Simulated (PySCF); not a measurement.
# XPS shifts beside NMR shieldings

Species: C₃H₁₀N (charge +1).
Structure used (PBE0-D3(BJ)/def2-SVP), in Å, numbered top down from 1:
```
atom  x, y, z in Å
C1    -1.5372    0.3293   -0.0850
C2    -0.6678   -0.5522    0.8001
C3     0.7275   -0.0136    1.0429
N4     1.4924    0.1158   -0.2471
H5    -1.6252    1.3504    0.3178
H6    -2.5535   -0.0822   -0.1538
H7    -1.1733    0.3973   -1.1253
H8    -0.6055   -1.5787    0.3980
H9    -1.1296   -0.6579    1.7943
H10    1.3225   -0.6691    1.6940
H11    0.7076    0.9924    1.4875
H12    1.6137   -0.7975   -0.7048
H13    0.9872    0.7170   -0.9123
H14    2.4274    0.5197   -0.1103
```

Binding energies: PySCF 2.14.0, delta-SCF UKS SCAN, pcX-2 on the ionised atom, pcseg-1 elsewhere, spin-free X2C. Shieldings: GIAO B97-2/pcSseg-2, non-relativistic, same geometry.

| atom | isotropic shielding (ppm) |
| --- | --- |
| C1 | 173.2 |
| C2 | 159.7 |
| C3 | 131.7 |

What are the C 1s binding energies of these atoms?

```tsv
atom	environment	C 1s (eV)	isotropic shielding (ppm)
C1	methyl carbon	295.15	173.2
C2	chain CH2 carbon	295.80	159.7
C3	sp3 carbon bound to nitrogen	297.82	131.7
```

Among the listed atoms, is the one with the highest binding energy also the least shielded?

Yes: C3 has both (297.82 eV, 131.7 ppm).

By binding energy: C1 < C2 < C3. By shielding: C3 < C2 < C1.

The species carries charge +1, so core ionisation leaves charge +2. Isolated species at its PBE0-D3(BJ)/def2-SVP geometry (one conformer only).
